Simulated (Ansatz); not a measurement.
# Nb (fcc type): the cost of one run

Program: Ansatz 0.2.0. Level of theory: DFT, PBE, PAW with Ansatz's default frozen-core files, scalar-relativistic. These are calculated values, not measurements.

### Step 1. The starting structure

The structure is cubic, space group Fm-3m (No. 225). The conventional cell has a = 4.170 Å, b = 4.170 Å, c = 4.170 Å, α = 90.00°, β = 90.00°, γ = 90.00°. Nb (site symmetry m-3m) has 12 Nb at 2.95 Å in its first shell of neighbours.

Coordinates:

```cif
data_structure
_symmetry_space_group_name_H-M 'P 1'
_symmetry_Int_Tables_number 1
_cell_length_a 2.9485
_cell_length_b 2.9485
_cell_length_c 2.9485
_cell_angle_alpha 60.000
_cell_angle_beta 60.000
_cell_angle_gamma 60.000
_cell_volume 18.13
loop_
_atom_site_label
_atom_site_type_symbol
_atom_site_fract_x
_atom_site_fract_y
_atom_site_fract_z
_atom_site_occupancy
Nb1 Nb 0.00000 0.00000 0.00000 1
```

### Step 2. Cell relaxed at zero pressure, PAW

Contents of input.yaml:

```yaml
crystal:
  lattice:
    - [0.0, 2.0849260709, 2.0849260709]
    - [2.0849260709, 0.0, 2.0849260709]
    - [2.0849260709, 2.0849260709, 0.0]
  atoms:
    - { symbol: Nb, position: [0.0, 0.0, 0.0] }
kpoints:
  mp_grid: { grid: [16, 16, 16] }
scf:
  occupations: { method: fermi_dirac, width: 0.08 }
hamiltonian:
  xc: pbe
  pseudopotentials: { kind: paw }
output:
  forces: true
  stress: true
relax:
  f_tol: 0.005
  max_steps: 40
  cell: {}
```

Started as:

```console
$ ansatz run input.yaml --threads 1 --pin off --max-ram 3584MiB --backend cpu --events-out ev --progress --plain --runs-dir out
```

Q: Estimate wall time and peak memory on 1 thread of Arm Neoverse V1, shared host.

About 8.4 s, with a peak of 0.3 GiB.
